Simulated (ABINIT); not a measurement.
Here is an ABINIT 10.8.3 (patched build) calculation.

run.abi

```
# Datasets: one volume each
ndtset 7
getwfk -1
scalecart1 3*0.9795861087
scalecart2 3*0.9864848297
scalecart3 3*0.9932883884
scalecart4 3*1.0000000000
scalecart5 3*1.0066227096
scalecart6 3*1.0131594038
scalecart7 3*1.0196128224

# Pseudopotentials
pp_dirpath "./"
pseudos "Hf.LDA_PW-JTH.xml, O.LDA_PW-JTH.xml"

# Structure
acell 6.8348581746 6.8348581746 6.8348581746
rprim
     0.0000000000     0.7071067812     0.7071067812
     0.7071067812     0.0000000000     0.7071067812
     0.7071067812     0.7071067812     0.0000000000
ntypat 2
znucl 72 8
natom 3
typat 1 2 2
xred
     0.0000000000     0.0000000000     0.0000000000
     0.7500000000     0.7500000000     0.7500000000
     0.2500000000     0.2500000000     0.2500000000

# Plane-wave basis
ecut 18.0
pawecutdg 36.0

# k points
kptopt 1
ngkpt 9 9 9
nshiftk 1
shiftk 0.0 0.0 0.0

# Exchange and correlation
ixc 7

# Bands and occupations
nband 16
occopt 3
tsmear 0.00183747

# SCF cycle
nstep 100
tolvrs 1.0e-9

# Output
iomode 3
prtwf 1
prtden 0
prteig 0
prtebands 0
```

Potentials or basis: JTH PAW LDA v2.0.

Command:

```bash
$ abinit run.abi > log 2>&1
```

Problem. What does it give for the equilibrium volume?

Solution. 10.29 Å³/atom (rough: see the caveat).

Problem. Estimate the bulk modulus.

Solution. 286 GPa (rough).

Energy against volume, from the lowest point:
| volume (Å³/atom) | energy (meV/atom) |
| --- | --- |
| 10.483 | 0.00 |
| 10.706 | 10.96 |
| 10.929 | 28.86 |
| 11.152 | 53.03 |
| 11.375 | 82.99 |
| 11.598 | 117.66 |
| 11.821 | 157.05 |

Caveat: the cutoff is too short for stress, so the log's stress isn't used; pressures at fixed basis lie under the slope of the energies; the minimum lies outside the volumes run. Spin-orbit coupling is left out, which matters for the levels of Hf.
